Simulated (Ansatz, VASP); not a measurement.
# Two plane-wave programs on Zn

```
Zn
1.0
     1.70271    0.98306    3.15747
    -1.70271    0.98306    3.15747
     0.00000   -1.96612    3.15747
Zn
2
Direct
  0.22754 0.22754 0.22754
  0.77246 0.77246 0.77246
```

Alike in both runs: task single point; functional PBEsol; k mesh 6 × 6 × 6; occupations gaussian, width 0.1 eV; no spin polarisation.

|  | VASP | Ansatz |
| --- | --- | --- |
| version | VASP 6.6.1 | Ansatz 0.2.0 |
| potentials or method | VASP PAW PBE potentials, release 64 (Zn) | scalar-relativistic, plane waves, PAW |
| plane-wave cutoff (eV) | 520 | 420 |
| valence electrons in the cell | 24 | 24 |

Ansatz gave:

| Item | Value |
| --- | --- |
| gap on the k mesh at the Fermi level (eV) | none |
| pressure (GPa) | 11.7 |
| largest component of the traceless stress (GPa) | 2.25 |
| rms of the force components (eV/Å) | 1.256 |

**Question.** Estimate VASP's values.

**Answer.** gap on the k mesh at the Fermi level (eV): none; pressure (GPa): 12.4; largest component of the traceless stress (GPa): 2.29; rms of the force components (eV/Å): 1.282.

Atom by atom the forces differ by 0.026 eV/Å (rms over components). A gap of «none» marks a metal or a gap that the smearing closes.

Caveats: the k mesh is coarse (spacing up to 0.37 Å⁻¹), so the values aren't converged; the PAW data sets were made with another functional, which shifts forces and pressure a little (VASP).
